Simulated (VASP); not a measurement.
# Te2Pt in VASP: further runs

Runs on Te2Pt. Level: PBE+D3(BJ). Tasks: single point, relaxation of the atoms.

All numbers are computed with VASP 6.6.1; they aren't measurements. Logs are shortened: lines on timing, memory, paths and dates and some standing lists are left out, and cuts for length are marked.

## (1) Starting point

The cell holds a slab with vacuum, 9 atoms: a = 4.048 Å, b = 4.048 Å, c = 27.922 Å, α = 90.00°, β = 90.00°, γ = 120.00°.

## (2) Single point, PBE+D3(BJ)

Input file INCAR:

```
PREC = Accurate
ENCUT = 520
EDIFF = 1E-7
ISMEAR = 1
SIGMA = 0.1
LREAL = False
LASPH = True
NELM = 80
ALGO = Fast
ISIF = 2
LWAVE = False
LCHARG = False
LDIPOL = True
IDIPOL = 3
DIPOL = 0.5 0.5 0.500
GGA = PE
IVDW = 12
LVHAR = True
LVACPOTAV = True
ICORELEVEL = 1
KPAR = 4
```

Input file KPOINTS:

```
regular mesh
0
Gamma
  12 12 1
```

Input file POSCAR:

```
Te2Pt
1.0
    4.0477877900      0.0000000000      0.0000000000
   -2.0238941000      3.5054871800      0.0000000000
    0.0000000000      0.0000000000     27.9219821200
Te Pt
6 3
Direct
    0.6666670000      0.3333340000      0.2686055700
    0.3333330000      0.6666660000      0.3660464400
    0.6666670000      0.3333340000      0.4512795700
    0.3333330000      0.6666660000      0.5487204300
    0.6666670000      0.3333340000      0.6339535600
    0.3333330000      0.6666660000      0.7313944300
    0.0000000000      0.0000000000      0.3173260100
    0.0000000000      0.0000000000      0.5000000000
    0.0000000000      0.0000000000      0.6826739900
```

Potentials or basis: VASP PAW PBE potentials, release 64 (Te, Pt).

On the command line:

```sh
$ cat potpaw_PBE.64/Te/POTCAR potpaw_PBE.64/Pt/POTCAR > POTCAR
$ mpirun -np 4 vasp_std > vasp.out
```

OUTCAR:

```text
PREC = Accurate
   ENCUT = 520
   EDIFF = 1E-7
   ISMEAR = 1
   LREAL = False
   LASPH = True
   NELM = 80
   ISIF = 2
   GGA = PE
   IVDW = 12
 IVDW          = 12

 ion  position               nearest neighbor table
   1  0.667  0.333  0.269-   7 2.70   7 2.70   7 2.70   2 3.59   2 3.59   2 3.59
   2  0.333  0.667  0.366-   7 2.70   7 2.70   7 2.70   3 3.34   3 3.34   3 3.34   1 3.59   1 3.59
                             1 3.59
   3  0.667  0.333  0.451-   8 2.70   8 2.70   8 2.70   2 3.34   2 3.34   2 3.34   4 3.59   4 3.59
                             4 3.59
   4  0.333  0.667  0.549-   8 2.70   8 2.70   8 2.70   5 3.34   5 3.34   5 3.34   3 3.59   3 3.59
                             3 3.59
   5  0.667  0.333  0.634-   9 2.70   9 2.70   9 2.70   4 3.34   4 3.34   4 3.34   6 3.59   6 3.59
                             6 3.59
   6  0.333  0.667  0.731-   9 2.70   9 2.70   9 2.70   5 3.59   5 3.59   5 3.59
   7  0.000  0.000  0.317-   2 2.70   1 2.70   2 2.70   2 2.70   1 2.70   1 2.70
   8  0.000  0.000  0.500-   4 2.70   3 2.70   3 2.70   4 2.70   3 2.70   4 2.70
   9  0.000  0.000  0.683-   5 2.70   6 2.70   5 2.70   5 2.70   6 2.70   6 2.70

  LATTYP: Found a hexagonal cell.
 ALAT       =     4.0477877900
 C/A-ratio  =     6.8980844769

  Lattice vectors:

 A1 = (   4.0477877900,   0.0000000000,   0.0000000000)
 A2 = (  -2.0238941000,   3.5054871800,   0.0000000000)
 A3 = (   0.0000000000,   0.0000000000,  27.9219821200)

Analysis of symmetry for initial positions (statically):
=====================================================================
 Subroutine PRICEL returns:
 Original cell was already a primitive cell.

 Routine SETGRP: Setting up the symmetry group for a
 hexagonal supercell.

 Subroutine GETGRP returns: Found 12 space group operations
 (whereof 12 operations were pure point group operations)
 out of a pool of 24 trial point group operations.

The static configuration has the point symmetry D_3d.

Analysis of symmetry for dynamics (positions and initial velocities):
=====================================================================
 Subroutine PRICEL returns:
 Original cell was already a primitive cell.

 Routine SETGRP: Setting up the symmetry group for a
 hexagonal supercell.

 Subroutine GETGRP returns: Found 12 space group operations
 (whereof 12 operations were pure point group operations)
 out of a pool of 24 trial point group operations.

The dynamic configuration has the point symmetry D_3d.

 Subroutine INISYM returns: Found 12 space group operations
 (whereof 12 operations are pure point group operations),
[... 151 lines left out ...]
  ---------------------------------------------------
  free energy    TOTEN  =       -40.45516658 eV

  energy without entropy =      -40.44937782  energy(sigma->0) =      -40.45323699

 the core state eigenenergies are
   1-  1s -31613.8599  2s  -4841.3992  2p  -4344.7999  3s   -957.5875  3p   -796.2458
       3d   -552.4973  4s   -157.0483  4p   -107.0823  4d    -34.3882
   2-  1s -31614.1118  2s  -4841.6466  2p  -4345.0473  3s   -957.8457  3p   -796.5039
       3d   -552.7537  4s   -157.3266  4p   -107.3632  4d    -34.6759
   3-  1s -31614.1394  2s  -4841.6746  2p  -4345.0752  3s   -957.8747  3p   -796.5329
       3d   -552.7826  4s   -157.3574  4p   -107.3941  4d    -34.7073
   4-  1s -31614.1394  2s  -4841.6746  2p  -4345.0752  3s   -957.8747  3p   -796.5329
       3d   -552.7826  4s   -157.3574  4p   -107.3941  4d    -34.7073
   5-  1s -31614.1118  2s  -4841.6466  2p  -4345.0473  3s   -957.8457  3p   -796.5039
       3d   -552.7537  4s   -157.3266  4p   -107.3632  4d    -34.6759
   6-  1s -31613.8599  2s  -4841.3992  2p  -4344.7999  3s   -957.5875  3p   -796.2458
       3d   -552.4973  4s   -157.0483  4p   -107.0823  4d    -34.3882
   7-  1s -78396.1984  2s -13765.8597  2p -11926.1289  3s  -3229.7221  3p  -2694.2227
       3d  -2114.5952  4s   -690.0329  4p   -514.4777  4d   -301.5530  4f    -64.9644
       5s    -96.4457  5p    -50.5523
   8-  1s -78396.1883  2s -13765.8499  2p -11926.1189  3s  -3229.7180  3p  -2694.2187
       3d  -2114.5902  4s   -690.0374  4p   -514.4830  4d   -301.5591  4f    -64.9724
       5s    -96.4706  5p    -50.5860
   9-  1s -78396.1984  2s -13765.8597  2p -11926.1289  3s  -3229.7221  3p  -2694.2227
       3d  -2114.5952  4s   -690.0329  4p   -514.4777  4d   -301.5530  4f    -64.9644
       5s    -96.4457  5p    -50.5523

 E-fermi :   2.9160     XC(G=0):  -6.3506

 val. band max:        2.9062185882   @ k =   0.1667   0.0000   0.0000
 cond. band min:       2.9197699095   @ k =   0.3333   0.2500   0.0000
 fundamental gap:      0.0135513213
 Fermi energy:         2.9160457713

 k-point     1 :       0.0000    0.0000    0.0000
  band No.  band energies     occupation
      1     -11.1232      2.00000
      2     -10.7210      2.00000
      3     -10.2596      2.00000
      4      -9.2364      2.00000
      5      -8.4490      2.00000
      6      -7.8553      2.00000
[... 787 lines left out ...]
     38       4.9526      0.00000
     39       4.9526      0.00000

------------------------ aborting loop because EDIFF is reached ----------------------------------------

 Edisp (eV)   -4.36181

 E8    (eV) :    -2.0452

  FORCE on cell =-STRESS in cart. coord.  units (eV):
  Direction    XX          YY          ZZ          XY          YZ          ZX
  --------------------------------------------------------------------------------------
  -------------------------------------------------------------------------------------
  Total      -1.14804    -1.14804    -0.00656     0.00000     0.00000    -0.00000
  in kB      -4.64253    -4.64253    -0.02651     0.00000     0.00000    -0.00000
  external pressure =       -3.10 kB  Pullay stress =        0.00 kB

 VOLUME and BASIS-vectors are now :
 -----------------------------------------------------------------------------
  energy-cutoff  :      520.00
  volume of cell :      396.20
      direct lattice vectors                 reciprocal lattice vectors
     4.047787790  0.000000000  0.000000000     0.247048524  0.142633541  0.000000000
    -2.023894100  3.505487180  0.000000000     0.000000000  0.285267054  0.000000000
     0.000000000  0.000000000 27.921982120     0.000000000  0.000000000  0.035814076

 POSITION                                       TOTAL-FORCE (eV/Angst)
 -----------------------------------------------------------------------------------
      2.02389      1.16850      7.50000         0.000000     -0.000000     -0.165279
     -0.00000      2.33699     10.22074        -0.000000      0.000000     -0.099700
      2.02389      1.16850     12.60062         0.000000     -0.000000      0.023594
     -0.00000      2.33699     15.32136        -0.000000     -0.000000     -0.023594
      2.02389      1.16850     17.70124         0.000000      0.000000      0.099700
     -0.00000      2.33699     20.42198        -0.000000      0.000000      0.165279
      0.00000      0.00000      8.86037        -0.000000     -0.000000      0.268911
      0.00000      0.00000     13.96099        -0.000000     -0.000000      0.000000
      0.00000      0.00000     19.06161        -0.000000     -0.000000     -0.268911
 -----------------------------------------------------------------------------------
    total drift:                                0.000000     -0.000000      0.000000

  FREE ENERGIE OF THE ION-ELECTRON SYSTEM (eV)
  ---------------------------------------------------
  free  energy   TOTEN  =       -44.8169771412 eV

  energy  without entropy=      -44.8111883866  energy(sigma->0) =      -44.81504756

 vacuum level on the upper side and lower side of the slab         7.263         7.263
```

OSZICAR:

```text
N       E                     dE             d eps       ncg     rms          rms(c)
DAV:   1     0.440792395626E+03    0.44079E+03   -0.25334E+04  1482   0.137E+03
DAV:   2    -0.996649665183E+00   -0.44179E+03   -0.42631E+03  1990   0.237E+02
DAV:   3    -0.400640803099E+02   -0.39067E+02   -0.37939E+02  1804   0.720E+01
[... 17 lines left out ...]
RMM:  21    -0.404551627571E+02   -0.35392E-05   -0.84336E-08   904   0.826E-04    0.441E-04
RMM:  22    -0.404551652158E+02   -0.24587E-05   -0.56693E-08   780   0.631E-04    0.334E-04
RMM:  23    -0.404551659750E+02   -0.75920E-06   -0.18435E-08   471   0.441E-04    0.113E-04
RMM:  24    -0.404551665682E+02   -0.59323E-06   -0.28041E-08   413   0.409E-04    0.564E-05
RMM:  25    -0.404551665784E+02   -0.10174E-07   -0.20550E-09   204   0.335E-04
   1 F= -.44816977E+02 E0= -.44815048E+02  d E =-.578875E-02
```

Wall time 1.7 min (4 MPI ranks of Intel Xeon 6975P-C (Granite Rapids), shared host); peak memory 0.58 GiB.

Results:

- Free energy: -44.8170 eV
- Largest force: 0.269 eV/Å
- Band gap on the k mesh: none (metal or under the smearing width)
- Dispersion energy per atom: -0.485 eV
- Work function of the upper face: 4.35 eV
- Work function of the lower face: 4.35 eV

Forces in eV/Å, atoms in the order of the input:
```
Te   0.000  0.000 -0.165
Te   0.000  0.000 -0.100
Te   0.000  0.000  0.024
Te   0.000  0.000 -0.024
Te   0.000  0.000  0.100
Te   0.000  0.000  0.165
Pt   0.000  0.000  0.269
Pt   0.000  0.000  0.000
Pt   0.000  0.000 -0.269
```

Levels at points of the mesh, in eV from the Fermi level:
| k point | band 31 | band 32 | band 33 | band 34 | band 35 | band 36 |
| --- | --- | --- | --- | --- | --- | --- |
| (0.00, 0.00, 0.00) | -0.54 | -0.32 | 0.88 | 1.06 | 1.06 | 1.65 |
| (0.50, 0.00, 0.00) | -2.43 | -1.91 | -1.08 | 0.37 | 0.56 | 1.23 |

Core levels (eV, on the scale of the bands):
```tsv
atom	levels
1 Te	1s -31613.9, 2s -4841.4, 2p -4344.8, 3s -957.6, 3p -796.2, 3d -552.5, 4s -157.0, 4p -107.1, 4d -34.4
2 Te	1s -31614.1, 2s -4841.6, 2p -4345.0, 3s -957.8, 3p -796.5, 3d -552.8, 4s -157.3, 4p -107.4, 4d -34.7
3 Te	1s -31614.1, 2s -4841.7, 2p -4345.1, 3s -957.9, 3p -796.5, 3d -552.8, 4s -157.4, 4p -107.4, 4d -34.7
4 Te	1s -31614.1, 2s -4841.7, 2p -4345.1, 3s -957.9, 3p -796.5, 3d -552.8, 4s -157.4, 4p -107.4, 4d -34.7
5 Te	1s -31614.1, 2s -4841.6, 2p -4345.0, 3s -957.8, 3p -796.5, 3d -552.8, 4s -157.3, 4p -107.4, 4d -34.7
6 Te	1s -31613.9, 2s -4841.4, 2p -4344.8, 3s -957.6, 3p -796.2, 3d -552.5, 4s -157.0, 4p -107.1, 4d -34.4
```

## (3) Relaxation of the atoms, PBE+D3(BJ)

Input file INCAR:

```
SYSTEM = Te2Pt
ALGO = Normal ; DIPOL = 0.5 0.5 0.500
EDIFF = 1E-6 ; EDIFFG = -0.02
ENCUT = 520 ; GGA = PE
IBRION = 2 ; IDIPOL = 3
ISIF = 2 ; ISMEAR = 1
IVDW = 12 ; KPAR = 4
LASPH = .TRUE. ; LCHARG = .FALSE.
LDIPOL = .TRUE. ; LREAL = .FALSE.
LWAVE = .FALSE. ; NELM = 80
NSW = 80 ; PREC = Accurate
SIGMA = 0.1
```

Input file KPOINTS:

```
k-points
0
G
  12 12 1
  0 0 0
```

POSCAR is that of step 2.

Potentials or basis: VASP PAW PBE potentials, release 64 (Te, Pt).

On the command line:

```sh
$ cat potpaw_PBE.64/Te/POTCAR potpaw_PBE.64/Pt/POTCAR > POTCAR
$ mpirun -np 4 vasp_std > vasp.out
```

Run time: 3.2 min. Hardware: 4 MPI ranks of Intel Xeon 6975P-C (Granite Rapids), shared host; peak memory 0.65 GiB.

It converged, with:

* Free energy: -44.8235 eV
* Energy gained by relaxing: 0.7 meV/atom
* Ionic steps: 3
* Largest force after relaxing: 0.019 eV/Å
* Band gap on the k mesh: none (metal or under the smearing width)
* Dispersion energy per atom: -0.485 eV

Forces on the atoms (eV/Å):
```
Te   0.000  0.000 -0.011
Te   0.000  0.000  0.019
Te   0.000  0.000  0.011
Te   0.000  0.000 -0.011
Te   0.000  0.000 -0.019
Te   0.000  0.000  0.011
Pt   0.000  0.000  0.000
Pt   0.000  0.000  0.000
Pt   0.000  0.000  0.000
```

Step by step:
```csv
step,energy change (eV),largest force (eV/Å),pressure (GPa)
1,0.0000,0.2689,-0.31
2,-0.0063,0.0494,-0.36
3,-0.0065,0.0185,-0.37
```

Final structure:
```yaml
crystal:
  lattice:
    - [4.04779, 0.00000, 0.00000]
    - [-2.02389, 3.50549, 0.00000]
    - [0.00000, 0.00000, 27.92198]
  atoms:
    - { symbol: Te, position: [0.66667, 0.33333, 0.26825] }
    - { symbol: Te, position: [0.33333, 0.66667, 0.36583] }
    - { symbol: Te, position: [0.66667, 0.33333, 0.45133] }
    - { symbol: Te, position: [0.33333, 0.66667, 0.54867] }
    - { symbol: Te, position: [0.66667, 0.33333, 0.63417] }
    - { symbol: Te, position: [0.33333, 0.66667, 0.73175] }
    - { symbol: Pt, position: [0.00000, 0.00000, 0.31790] }
    - { symbol: Pt, position: [0.00000, 0.00000, 0.50000] }
    - { symbol: Pt, position: [0.00000, 0.00000, 0.68210] }
```

Levels at points of the mesh, in eV from the Fermi level:
```
           k point  band 29  band 30  band 31  band 32  band 33  band 34  band 35  band 36  band 37  band 38
(0.00, 0.00, 0.00)    -0.81    -0.54    -0.54    -0.32     0.87     1.05     1.05     1.65     1.65     2.05
(0.50, 0.00, 0.00)    -2.82    -2.75    -2.43    -1.92    -1.08     0.38     0.57     1.21     1.43     1.45
```

Spin-orbit coupling is left out, which matters for the levels of Pt, Te.

## (4) Single point, PBE+D3(BJ)

Input file INCAR:

```
PREC = Accurate
ENCUT = 520
EDIFF = 1E-7
ISMEAR = 1
SIGMA = 0.1
LREAL = False
LASPH = True
NELM = 80
ALGO = Fast
ISIF = 2
LWAVE = False
LCHARG = False
LDIPOL = True
IDIPOL = 3
DIPOL = 0.5 0.5 0.500
GGA = PE
IVDW = 12
LVHAR = True
LVACPOTAV = True
ICORELEVEL = 1
KPAR = 4
```

Input file KPOINTS:

```
regular mesh
0
Gamma
  12 12 1
```

Input file POSCAR:

```
Te2Pt                                   
1.0
    4.0477877900      0.0000000000      0.0000000000
   -2.0238941000      3.5054871800      0.0000000000
    0.0000000000      0.0000000000     27.9219821200
  Te              Pt            
     6     3
Direct
     0.6666669999999968    0.3333340000000007    0.2682543685956467
     0.3333330000000032    0.6666659999999993    0.3658345444500634
     0.6666669999999968    0.3333340000000007    0.4513296699846819
     0.3333330000000032    0.6666659999999993    0.5486703300153181
     0.6666669999999968    0.3333340000000007    0.6341654555499366
     0.3333330000000032    0.6666659999999993    0.7317456314043533
     0.0000000000000000    0.0000000000000000    0.3178975911010187
     0.0000000000000000    0.0000000000000000    0.5000000000000000
     0.0000000000000000    0.0000000000000000    0.6821024088989813
```

On the command line:

```sh
$ cat potpaw_PBE.64/Te/POTCAR potpaw_PBE.64/Pt/POTCAR > POTCAR
$ mpirun -np 4 vasp_std > vasp.out
```

Run time: 2.2 min. Hardware: 4 MPI ranks of Intel Xeon 6975P-C (Granite Rapids), shared host; peak memory 0.59 GiB.

It converged, with:

| Property | Result |
| --- | --- |
| Free energy | -44.8235 eV |
| Largest force | 0.018 eV/Å |
| Band gap on the k mesh | none (metal or under the smearing width) |
| Dispersion energy per atom | -0.485 eV |
| Work function of the upper face | 4.33 eV |
| Work function of the lower face | 4.33 eV |

Forces on the atoms (eV/Å):
```
Te   0.000  0.000 -0.011
Te   0.000  0.000  0.018
Te   0.000  0.000  0.011
Te   0.000  0.000 -0.011
Te   0.000  0.000 -0.018
Te   0.000  0.000  0.011
Pt   0.000  0.000  0.000
Pt   0.000  0.000  0.000
Pt   0.000  0.000  0.000
```

Levels at points of the mesh, in eV from the Fermi level:
```csv
k point,band 29,band 30,band 31,band 32,band 33,band 34,band 35,band 36,band 37,band 38
"(0.00, 0.00, 0.00)",-0.81,-0.54,-0.54,-0.32,0.87,1.05,1.05,1.65,1.65,2.05
"(0.50, 0.00, 0.00)",-2.82,-2.75,-2.43,-1.92,-1.08,0.38,0.57,1.21,1.43,1.45
```

Core levels (eV, on the scale of the bands):
```tsv
atom	levels
1 Te	1s -31613.9, 2s -4841.4, 2p -4344.8, 3s -957.6, 3p -796.2, 3d -552.5, 4s -157.0, 4p -107.1, 4d -34.4
2 Te	1s -31614.1, 2s -4841.6, 2p -4345.0, 3s -957.8, 3p -796.5, 3d -552.8, 4s -157.3, 4p -107.4, 4d -34.7
3 Te	1s -31614.1, 2s -4841.7, 2p -4345.1, 3s -957.9, 3p -796.5, 3d -552.8, 4s -157.4, 4p -107.4, 4d -34.7
4 Te	1s -31614.1, 2s -4841.7, 2p -4345.1, 3s -957.9, 3p -796.5, 3d -552.8, 4s -157.4, 4p -107.4, 4d -34.7
5 Te	1s -31614.1, 2s -4841.6, 2p -4345.0, 3s -957.8, 3p -796.5, 3d -552.8, 4s -157.3, 4p -107.4, 4d -34.7
6 Te	1s -31613.9, 2s -4841.4, 2p -4344.8, 3s -957.6, 3p -796.2, 3d -552.5, 4s -157.0, 4p -107.1, 4d -34.4
```

Spin-orbit coupling is left out, which matters for the levels of Pt, Te.
